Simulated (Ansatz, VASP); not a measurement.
## One calculation of P, two programs

```
CELL_PARAMETERS angstrom
0.00000 1.95743 1.95743
1.95743 0.00000 1.95743
1.95743 1.95743 0.00000
ATOMIC_POSITIONS crystal
P 0.00000 0.00000 0.00000
```

Alike in both runs: task relaxation of cell and atoms; functional PBE; k mesh 17 × 17 × 17; occupations fermi-dirac, width 0.05 eV; no spin polarisation.

|  | VASP | Ansatz |
| --- | --- | --- |
| version | VASP 6.6.1 | Ansatz 0.2.0 |
| potentials or method | VASP PAW PBE potentials, release 64 (P) | PAW with Ansatz's default frozen-core files, scalar-relativistic |
| plane-wave cutoff (eV) | 600 | 420 |
| valence electrons in the cell | 5 | 5 |

Ansatz gave:

```
relaxed volume (Å³/atom)                                     : 14.48
relaxed cell length with the largest relative difference (Å) : 2.736
energy change over the relaxation (meV/atom)                 : -4
```

Question: Which values does VASP return?

Answer: Relaxed volume (Å³/atom): 14.46; relaxed cell length with the largest relative difference (Å): 2.735; energy change over the relaxation (meV/atom): -5.
